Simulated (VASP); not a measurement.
# InP (Fm-3m) in VASP: settings compared

One crystal, InP, is run at these levels: PBE, r2SCAN, MS2, r2SCAN+rVV10; tasks: single point, relaxation of cell and atoms.

Everything below comes from runs of VASP 6.6.1. Logs are shortened: lines on timing, memory, paths and dates and some standing lists are left out, and cuts for length are marked.

## 1. Starting point

The structure is cubic, space group Fm-3m (No. 225). The conventional cell has a = 5.538 Å, b = 5.538 Å, c = 5.538 Å, α = 90.00°, β = 90.00°, γ = 90.00°. In (site symmetry m-3m) has 6 P at 2.77 Å as nearest neighbours. Around P (site symmetry m-3m) lie 6 In at 2.77 Å.

Measurements of this composition are mostly on another form, of space group No. 216.

## 2. Single point, PBE

Input file INCAR:

```
SYSTEM = InP
ALGO = Normal
EDIFF = 1E-6
ENCUT = 450
GGA = PE
ISIF = 2
ISMEAR = 0
LASPH = .TRUE.
LCHARG = .TRUE.
LELF = .TRUE.
LREAL = .FALSE.
LVHAR = .TRUE.
LWAVE = .FALSE.
NELM = 80
PREC = Accurate
SIGMA = 0.02
```

Input file KPOINTS:

```
k-points
0
G
  5 5 5
  0 0 0
```

Input file POSCAR:

```
InP
1.0
    0.0000000000      2.7688340000      2.7688340000
    2.7688340000      0.0000000000      2.7688340000
    2.7688340000      2.7688340000      0.0000000000
In P
1 1
Direct
    0.0000000000      0.0000000000      0.0000000000
    0.5000000000      0.5000000000      0.5000000000
```

Potentials or basis: VASP PAW PBE potentials, release 64 (In_d_GW, P_GW).

The run is started by

```sh
$ cat potpaw_PBE.64/In_d_GW/POTCAR potpaw_PBE.64/P_GW/POTCAR > POTCAR
$ mpirun -np 1 vasp_std > vasp.out
```

OUTCAR:

```text
SYSTEM = InP
   EDIFF = 1E-6
   ENCUT = 450
   GGA = PE
   ISIF = 2
   ISMEAR = 0
   LASPH = .TRUE.
   LREAL = .FALSE.
   NELM = 80
   PREC = Accurate

 ion  position               nearest neighbor table
   1  0.000  0.000  0.000-   2 2.77   2 2.77   2 2.77   2 2.77   2 2.77   2 2.77
   2  0.500  0.500  0.500-   1 2.77   1 2.77   1 2.77   1 2.77   1 2.77   1 2.77

  LATTYP: Found a face centered cubic cell.
 ALAT       =     5.5376680000

  Lattice vectors:

 A1 = (   0.0000000000,   2.7688340000,   2.7688340000)
 A2 = (   2.7688340000,   0.0000000000,   2.7688340000)
 A3 = (   2.7688340000,   2.7688340000,   0.0000000000)

Analysis of symmetry for initial positions (statically):
=====================================================================
 Subroutine PRICEL returns:
 Original cell was already a primitive cell.

 Routine SETGRP: Setting up the symmetry group for a
 face centered cubic supercell.

 Subroutine GETGRP returns: Found 48 space group operations
 (whereof 48 operations were pure point group operations)
 out of a pool of 48 trial point group operations.

The static configuration has the point symmetry O_h .

Analysis of symmetry for dynamics (positions and initial velocities):
=====================================================================
 Subroutine PRICEL returns:
 Original cell was already a primitive cell.

 Routine SETGRP: Setting up the symmetry group for a
 face centered cubic supercell.

 Subroutine GETGRP returns: Found 48 space group operations
 (whereof 48 operations were pure point group operations)
 out of a pool of 48 trial point group operations.

The dynamic configuration has the point symmetry O_h .

 Subroutine INISYM returns: Found 48 space group operations
 (whereof 48 operations are pure point group operations),
 and found     1 'primitive' translations

----------------------------------------------------------------------------------------

                                     Primitive cell

  volume of cell :      42.4542

  direct lattice vectors                    reciprocal lattice vectors
     0.000000000  2.768834000  2.768834000    -0.180581429  0.180581429  0.180581429
     2.768834000  0.000000000  2.768834000     0.180581429 -0.180581429  0.180581429
     2.768834000  2.768834000  0.000000000     0.180581429  0.180581429 -0.180581429

  length of vectors
     3.915722595  3.915722595  3.915722595     0.312776210  0.312776210  0.312776210

  position of ions in fractional coordinates (direct lattice)
     0.000000000  0.000000000  0.000000000
     0.500000000  0.500000000  0.500000000

  ion indices of the primitive-cell ions
   primitive index   ion index
                 1           1
                 2           2

----------------------------------------------------------------------------------------

 KPOINTS: k-points

Automatic generation of k-mesh.
 Grid dimensions read from file:
 generate k-points for:    5    5    5

 Generating k-lattice:

  Cartesian coordinates                     Fractional coordinates (reciprocal lattice)
    -0.036116286  0.036116286  0.036116286     0.200000000  0.000000000  0.000000000
     0.036116286 -0.036116286  0.036116286     0.000000000  0.200000000  0.000000000
     0.036116286  0.036116286 -0.036116286     0.000000000  0.000000000  0.200000000

  Length of vectors
     0.062555242  0.062555242  0.062555242

  Shift w.r.t. Gamma in fractional coordinates (k-lattice)
     0.000000000  0.000000000  0.000000000

 Subroutine IBZKPT returns following result:
 ===========================================

 Found     10 irreducible k-points:

 Following reciprocal coordinates:
            Coordinates               Weight
  0.000000  0.000000  0.000000      1.000000
  0.200000  0.000000  0.000000      8.000000
  0.400000  0.000000  0.000000      8.000000
  0.200000  0.200000  0.000000      6.000000
  0.400000  0.200000  0.000000     24.000000
 -0.400000  0.200000  0.000000     24.000000
 -0.200000  0.200000  0.000000     12.000000
  0.400000  0.400000  0.000000      6.000000
 -0.400000  0.400000  0.000000     12.000000
 -0.400000  0.400000  0.200000     24.000000
   k-points           NKPTS =     10   k-points in BZ     NKDIM =     10   number of bands    NBANDS=     13
   number of dos      NEDOS =    301   number of ions     NIONS =      2
   total plane-waves  NPLWV =  21952
   dimension x,y,z NGX =    28 NGY =   28 NGZ =   28
   dimension x,y,z NGXF=    56 NGYF=   56 NGZF=   56
   ions per type =               1   1
   NGX,Y,Z   is equivalent  to a cutoff of  11.89, 11.89, 11.89 a.u.
   NGXF,Y,Z  is equivalent  to a cutoff of  23.78, 23.78, 23.78 a.u.
 SYSTEM =  InP
   PREC   = accura    normal or accurate (medium, high low for compatibility)
   ISTART =      0    job   : 0-new  1-cont  2-samecut
   ICHARG =      2    charge: 1-file 2-atom 10-const
   ISPIN  =      1    spin polarized calculation?
   LNONCOLLINEAR =      F non collinear calculations
[... 96 lines left out ...]
      3      -8.6803      2.00000
      4      -8.5971      2.00000
      5      -8.5971      2.00000
      6      -4.7607      2.00000
      7      -0.5276      2.00000
      8       5.6094      1.25000
      9       5.6094      1.25000
     10       8.1234      0.00000
     11       9.2358      0.00000
     12       9.2358      0.00000
     13      10.7677      0.00000

 k-point     4 :       0.2000    0.2000    0.0000
  band No.  band energies     occupation
      1      -8.7685      2.00000
      2      -8.6899      2.00000
      3      -8.6738      2.00000
      4      -8.6345      2.00000
      5      -8.6345      2.00000
      6      -5.7866      2.00000
      7       2.8486      2.00000
      8       4.4409      2.00000
      9       4.4409      2.00000
     10       7.7724      0.00000
     11      10.5326      0.00000
     12      10.8168      0.00000
     13      12.8762      0.00000

 k-point     5 :       0.4000    0.2000    0.0000
  band No.  band energies     occupation
      1      -8.8327      2.00000
      2      -8.6938      2.00000
      3      -8.6866      2.00000
      4      -8.6125      2.00000
      5      -8.5899      2.00000
      6      -4.7060      2.00000
      7       0.6201      2.00000
      8       4.0386      2.00000
      9       4.2311      2.00000
     10       6.4890      0.00000
     11      10.4805      0.00000
     12      11.8367      0.00000
     13      11.8863      0.00000

 k-point     6 :      -0.4000    0.2000    0.0000
  band No.  band energies     occupation
      1      -8.8176      2.00000
      2      -8.7254      2.00000
      3      -8.6601      2.00000
      4      -8.6170      2.00000
      5      -8.5898      2.00000
      6      -4.0174      2.00000
      7      -0.5660      2.00000
      8       3.0879      2.00000
      9       4.9110      2.00000
     10       7.1663      0.00000
     11      10.2945      0.00000
     12      10.3348      0.00000
     13      12.9484      0.00000

 k-point     7 :      -0.2000    0.2000    0.0000
  band No.  band energies     occupation
      1      -8.7469      2.00000
      2      -8.7300      2.00000
      3      -8.6658      2.00000
      4      -8.6289      2.00000
      5      -8.6203      2.00000
      6      -5.1865      2.00000
      7       1.0511      2.00000
      8       3.4290      2.00000
      9       5.8125      0.00000
     10       8.8751      0.00000
     11       9.7131      0.00000
     12       9.7823      0.00000
     13      11.5165      0.00000

 k-point     8 :       0.4000    0.4000    0.0000
  band No.  band energies     occupation
      1      -8.9643      2.00000
      2      -8.7205      2.00000
      3      -8.6475      2.00000
      4      -8.5702      2.00000
      5      -8.5702      2.00000
      6      -3.8931      2.00000
      7       1.1200      2.00000
      8       3.3668      2.00000
      9       3.3668      2.00000
     10       3.6157      2.00000
     11       9.5385      0.00000
     12      14.7551      0.00000
     13      14.7717      0.00000

 k-point     9 :      -0.4000    0.4000    0.0000
  band No.  band energies     occupation
      1      -8.9499      2.00000
      2      -8.6986      2.00000
      3      -8.6697      2.00000
      4      -8.5832      2.00000
      5      -8.5680      2.00000
      6      -3.3229      2.00000
      7       0.8654      2.00000
      8       0.9591      2.00000
      9       3.6369      2.00000
     10       5.2551      2.00000
     11      10.5037      0.00000
     12      13.1821      0.00000
     13      14.4729      0.00000

 k-point    10 :      -0.4000    0.4000    0.2000
  band No.  band energies     occupation
      1      -8.8935      2.00000
      2      -8.6968      2.00000
      3      -8.6699      2.00000
      4      -8.6183      2.00000
      5      -8.5707      2.00000
      6      -3.6511      2.00000
      7       0.3524      2.00000
      8       2.2342      2.00000
      9       2.7194      2.00000
     10       7.4400      0.00000
     11      10.2128      0.00000
     12      11.4627      0.00000
     13      13.3340      0.00000

------------------------ aborting loop because EDIFF is reached ----------------------------------------

  FORCE on cell =-STRESS in cart. coord.  units (eV):
  Direction    XX          YY          ZZ          XY          YZ          ZX
  --------------------------------------------------------------------------------------
  -------------------------------------------------------------------------------------
  Total       -0.0120928     -0.0120928     -0.0120928      0.0000000      0.0000000      0.0000000
  in kB       -0.4563685     -0.4563685     -0.4563685      0.0000000      0.0000000      0.0000000
  external PRESSURE =      -0.4563685 kB  Pullay stress =       0.0000000 kB

 VOLUME and BASIS-vectors are now :
 -----------------------------------------------------------------------------
  energy-cutoff  :      450.00
  volume of cell :       42.45
      direct lattice vectors                 reciprocal lattice vectors
     0.000000000  2.768834000  2.768834000    -0.180581429  0.180581429  0.180581429
     2.768834000  0.000000000  2.768834000     0.180581429 -0.180581429  0.180581429
     2.768834000  2.768834000  0.000000000     0.180581429  0.180581429 -0.180581429

 POSITION                                       TOTAL-FORCE (eV/Angst)
 -----------------------------------------------------------------------------------
      0.00000      0.00000      0.00000        -0.000000     -0.000000      0.000000
      2.76883      2.76883      2.76883         0.000000      0.000000     -0.000000
 -----------------------------------------------------------------------------------
    total drift:                               -0.000000      0.000000      0.000000

  FREE ENERGIE OF THE ION-ELECTRON SYSTEM (eV)
  ---------------------------------------------------
  free  energy   TOTEN  =        -7.9019783585 eV

  energy  without entropy=       -7.9006055251  energy(sigma->0) =       -7.90129194
```

Run time: 6 s. Hardware: 1 thread of AMD EPYC 9R45 (Zen 5), shared host; peak memory 0.13 GiB.

What came out:

| Item | Value |
| --- | --- |
| Free energy | -7.9020 eV |
| Pressure | 0.0 GPa |
| Band gap on the k mesh | none (metal or under the smearing width) |

Caveat: the k mesh is coarse (spacing up to 0.39 Å⁻¹), so the values aren't converged.

## 3. Relaxation of cell and atoms, r2SCAN

Input file INCAR:

```
PREC = Accurate ; ENCUT = 600
EDIFF = 1E-6 ; ISMEAR = 0
SIGMA = 0.05 ; LREAL = F
LASPH = T ; NELM = 100
ALGO = Normal ; ISIF = 3
LWAVE = F ; LCHARG = F
METAGGA = R2SCAN ; LMIXTAU = T
IBRION = 2 ; NSW = 60
EDIFFG = -0.01
```

Input file KPOINTS:

```
regular mesh
0
Gamma
  8 8 8
```

POSCAR is that of step 2.

Potentials or basis: VASP PAW PBE potentials, release 64 (In_d, P).

The run is started by

```sh
$ cat potpaw_PBE.64/In_d/POTCAR potpaw_PBE.64/P/POTCAR > POTCAR
$ mpirun -np 1 vasp_std > vasp.out
```

Wall time 2.8 min (1 thread of Intel Xeon Platinum 8259CL at 2.50GHz (Skylake/Cascade Lake), shared host); peak memory 0.21 GiB.

Results (log left out):

| Quantity | Value |
| --- | --- |
| Free energy | -31.7415 eV |
| Relaxed volume | 20.70 Å³/atom |
| Relaxed cell | a = 3.883 Å, b = 3.883 Å, c = 3.883 Å, α = 60.00°, β = 60.00°, γ = 60.00° |
| Space group after relaxing (to 0.05 Å) | Fm-3m (No. 225) |
| Energy gained by relaxing | 3.3 meV/atom |
| Ionic steps | 3 |
| Pressure after relaxing | 0.0 GPa |
| Band gap on the k mesh | none (metal or under the smearing width) |

The path:
```
step  energy change (eV)  largest force (eV/Å)  pressure (GPa)  volume (Å³)
   1              0.0000                0.0000           -1.96        42.45
   2             -0.0048                0.0000            1.15        40.88
   3             -0.0067                0.0000            0.02        41.41
```

Final structure:
```
CELL_PARAMETERS angstrom
0.00000 2.74588 2.74588
2.74588 0.00000 2.74588
2.74588 2.74588 0.00000
ATOMIC_POSITIONS crystal
In 0.00000 0.00000 0.00000
P 0.50000 0.50000 0.50000
```

Levels at points of the mesh, in eV from the Fermi level:
| k point | band 5 | band 6 | band 7 | band 8 | band 9 | band 10 | band 11 | band 12 | band 13 |
| --- | --- | --- | --- | --- | --- | --- | --- | --- | --- |
| (0.00, 0.00, 0.00) | -14.97 | -12.85 | -0.47 | -0.47 | -0.47 | 1.10 | 7.38 | 7.38 | 7.38 |
| (0.50, 0.00, 0.00) | -14.88 | -10.63 | -7.10 | 0.00 | 0.00 | 2.81 | 3.54 | 3.54 | 5.75 |
| (0.50, 0.50, 0.00) | -14.84 | -9.36 | -5.41 | -2.66 | -2.66 | -2.47 | 3.99 | 10.71 | 10.71 |

Caveat: the PAW data sets were made with another functional, which shifts forces and pressure a little.

## 4. Relaxation of cell and atoms, MS2

Input file INCAR:

```
SYSTEM = InP
PREC = Accurate ; ENCUT = 600
EDIFF = 1E-6 ; ISMEAR = 0
SIGMA = 0.05 ; LREAL = .FALSE.
LASPH = .TRUE. ; NELM = 100
ALGO = Normal ; ISIF = 3
LWAVE = .FALSE. ; LCHARG = .FALSE.
METAGGA = MS2 ; LMIXTAU = .TRUE.
IBRION = 2 ; NSW = 60
EDIFFG = -0.02
```

Input file KPOINTS:

```
regular mesh
0
G
  8 8 8
  0 0 0
```

POSCAR is that of step 3.

The run is started by

```sh
$ cat potpaw_PBE.64/In_d/POTCAR potpaw_PBE.64/P/POTCAR > POTCAR
$ mpirun -np 1 vasp_std > vasp.out
```

It took 2.9 min on 1 thread of Intel Xeon Platinum 8259CL at 2.50GHz (Skylake/Cascade Lake), shared host; peak memory 0.2 GiB.

It converged, with:

- Free energy: -9.1234 eV
- Relaxed volume: 20.45 Å³/atom
- Relaxed cell: a = 3.868 Å, b = 3.868 Å, c = 3.868 Å, α = 60.00°, β = 60.00°, γ = 60.00°
- Space group after relaxing (to 0.05 Å): Fm-3m (No. 225)
- Energy gained by relaxing: 7.5 meV/atom
- Ionic steps: 3
- Pressure after relaxing: -0.1 GPa
- Band gap on the k mesh: none (metal or under the smearing width)

Step by step:
| step | energy change (eV) | largest force (eV/Å) | pressure (GPa) | volume (Å³) |
| --- | --- | --- | --- | --- |
| 1 | 0.0000 | 0.0000 | -3.02 | 42.45 |
| 2 | -0.0099 | 0.0000 | 1.94 | 40.04 |
| 3 | -0.0150 | 0.0000 | -0.05 | 40.91 |

Final structure:
```
In P
1.0
     0.00000    2.73484    2.73484
     2.73484    0.00000    2.73484
     2.73484    2.73484    0.00000
In P
1 1
Direct
  0.00000 0.00000 0.00000
  0.50000 0.50000 0.50000
```

Levels at points of the mesh, in eV from the Fermi level:
```csv
k point,band 5,band 6,band 7,band 8,band 9,band 10,band 11,band 12,band 13
"(0.00, 0.00, 0.00)",-14.61,-12.84,-0.47,-0.47,-0.47,1.05,7.24,7.24,7.24
"(0.50, 0.00, 0.00)",-14.53,-10.68,-7.02,0.00,0.00,2.58,3.43,3.43,5.72
"(0.50, 0.50, 0.00)",-14.49,-9.40,-5.43,-2.66,-2.66,-2.41,3.75,10.46,10.46
```

Caveat: the PAW data sets were made with another functional, which shifts forces and pressure a little.

## 5. Relaxation of cell and atoms, r2SCAN+rVV10

Input file INCAR:

```
  ALGO = Normal
  BPARAM = 11.95
  CPARAM = 0.0093
  EDIFF = 1E-6
  EDIFFG = -0.01
  ENCUT = 600
  IBRION = 2
  ISIF = 3
  ISMEAR = 0
  IVDW_NL = 2
  LASPH = T
  LCHARG = F
  LMIXTAU = T
  LREAL = F
  LUSE_VDW = T
  LWAVE = F
  METAGGA = R2SCAN
  NELM = 100
  NSW = 60
  PREC = Accurate
  SIGMA = 0.05
```

Input file KPOINTS:

```
k-points
0
Gamma
  8 8 8
```

POSCAR is that of step 4.

The run is started by

```sh
$ cat potpaw_PBE.64/In_d/POTCAR potpaw_PBE.64/P/POTCAR > POTCAR
$ mpirun -np 1 vasp_std > vasp.out
```

Wall time 6.2 min (1 thread of Intel Xeon Platinum 8259CL at 2.50GHz (Skylake/Cascade Lake), shared host); peak memory 0.33 GiB.

Results (log left out):

```yaml
Free_energy: -31.3347 eV
Relaxed_volume: 20.51 Å³/atom
Relaxed_cell: a = 3.871 Å, b = 3.871 Å, c = 3.871 Å, α = 60.00°, β = 60.00°, γ = 60.00°
Space_group_after_relaxing_to_0.05_Å: Fm-3m (No. 225)
Energy_gained_by_relaxing: 6.5 meV/atom
Ionic_steps: 3
Pressure_after_relaxing: 0.0 GPa
Band_gap_on_the_k_mesh: none (metal or under the smearing width)
```

Step by step:
| step | energy change (eV) | largest force (eV/Å) | pressure (GPa) | volume (Å³) |
| --- | --- | --- | --- | --- |
| 1 | 0.0000 | 0.0000 | -2.76 | 42.45 |
| 2 | -0.0087 | 0.0000 | 1.77 | 40.25 |
| 3 | -0.0130 | 0.0000 | 0.02 | 41.02 |

Final structure:
```yaml
crystal:
  lattice:
    - [0.00000, 2.73727, 2.73727]
    - [2.73727, 0.00000, 2.73727]
    - [2.73727, 2.73727, 0.00000]
  atoms:
    - { symbol: In, position: [0.00000, 0.00000, 0.00000] }
    - { symbol: P, position: [0.50000, 0.50000, 0.50000] }
```

Levels at points of the mesh, in eV from the Fermi level:
| k point | band 6 | band 7 | band 8 | band 9 | band 10 | band 11 | band 12 | band 13 |
| --- | --- | --- | --- | --- | --- | --- | --- | --- |
| (0.00, 0.00, 0.00) | -12.94 | -0.48 | -0.48 | -0.48 | 1.17 | 7.35 | 7.35 | 7.35 |
| (0.50, 0.00, 0.00) | -10.67 | -7.16 | 0.00 | 0.00 | 2.79 | 3.52 | 3.52 | 5.82 |
| (0.50, 0.50, 0.00) | -9.37 | -5.49 | -2.71 | -2.71 | -2.46 | 3.93 | 10.78 | 10.78 |

Caveat: the PAW data sets were made with another functional, which shifts forces and pressure a little.

## 6. The reference run

An earlier run on the cell as given: functional PBE; potentials or basis VASP PAW PBE potentials, release 64 (In_d, P); cutoff 520 eV; k mesh 8 × 8 × 8; occupations fermi-dirac, width 0.05 eV; no spin polarisation.

- Pressure: -0.1 GPa
- Band gap on the k mesh: none (metal or under the smearing width)

## 7. Summary

| task | level | potentials or basis | cell | k mesh | cutoff (eV) | smearing | mesh quality | gap on the mesh (eV) | pressure (GPa) | relaxed volume (Å³/atom) |
| --- | --- | --- | --- | --- | --- | --- | --- | --- | --- | --- |
| single point | PBE | VASP PAW PBE potentials, release 64 (In_d_GW, P_GW) | as given | 5 × 5 × 5 | 450 | gaussian 0.02 eV | coarse | none | 0.0 | - |
| relaxation of cell and atoms | r2SCAN | VASP PAW PBE potentials, release 64 (In_d, P) | relaxed | 8 × 8 × 8 | 600 | gaussian 0.05 eV | not flagged | none | 0.0 | 20.70 |
| relaxation of cell and atoms | MS2 | VASP PAW PBE potentials, release 64 (In_d, P) | relaxed | 8 × 8 × 8 | 600 | gaussian 0.05 eV | not flagged | none | -0.1 | 20.45 |
| relaxation of cell and atoms | r2SCAN+rVV10 | VASP PAW PBE potentials, release 64 (In_d, P) | relaxed | 8 × 8 × 8 | 600 | gaussian 0.05 eV | not flagged | none | 0.0 | 20.51 |
| single point | PBE | VASP PAW PBE potentials, release 64 (In_d, P) | as given | 8 × 8 × 8 | 520 | fermi-dirac 0.05 eV | not flagged | none | -0.1 | - |

Alike in all rows: no spin polarisation.

Caveats: some runs use coarse meshes; the PAW data sets were made with another functional, which shifts forces and pressure a little (some runs).

Total energies depend on the potentials used, so only differences within one code and one set of settings carry meaning.
